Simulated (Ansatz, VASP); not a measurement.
# Two plane-wave programs on BaS

The input INCAR:

```
  PREC = Accurate
  ENCUT = 520
  EDIFF = 1E-7
  ISMEAR = 0
  SIGMA = 0.01
  LREAL = False
  LASPH = True
  NELM = 100
  ALGO = Normal
  ISIF = 2
  LWAVE = False
  LCHARG = False
  GGA = PS
  NBANDS = 15
```

File KPOINTS:

```
regular mesh
0
Gamma
  3 3 3
```

The input POSCAR:

```
BaS
1.0
    0.0000000000      3.1937500000      3.1937500000
    3.1937500000      0.0000000000      3.1937500000
    3.1937500000      3.1937500000      0.0000000000
Ba S
1 1
Direct
    0.0000000000      0.0000000000      0.0000000000
    0.5000000000      0.5000000000      0.5000000000
```

Input for Ansatz:

```yaml
crystal:
  lattice:
    - [0.0, 3.19375, 3.19375]
    - [3.19375, 0.0, 3.19375]
    - [3.19375, 3.19375, 0.0]
  atoms:
    - { symbol: Ba, position: [0.0, 0.0, 0.0] }
    - { symbol: S, position: [0.5, 0.5, 0.5] }
basis:
  ecutwfc: 630.0
kpoints:
  mp_grid:
    grid: [3, 3, 3]
hamiltonian:
  xc: pbesol
scf:
  mixing:
    algorithm: broyden
    beta: 0.2
    ndim: 6
  occupations:
    method: fixed
output:
  eigenvalues: true
```

Alike in both runs: task single point; functional PBEsol; k mesh 3 × 3 × 3; no spin polarisation.

|  | VASP | Ansatz |
| --- | --- | --- |
| version | VASP 6.6.1 | Ansatz 0.2.0 |
| potentials or method | VASP PAW PBE potentials, release 64 (Ba_sv, S) | plane waves, PAW |
| plane-wave cutoff (eV) | 520 | 630 |
| occupations | gaussian, width 0.01 eV | fixed |
| valence electrons in the cell | 16 | 16 |

```tsv
	VASP	Ansatz	Ansatz less VASP
gap on the k mesh at the Fermi level (eV)	2.28	2.37	+0.095
```

Caveats: the k mesh is coarse (spacing up to 0.57 Å⁻¹), so the values aren't converged; spin-orbit coupling is left out, which moves the levels of the heavy elements; an odd mesh through Γ misses points on the zone boundary, where band edges often lie.
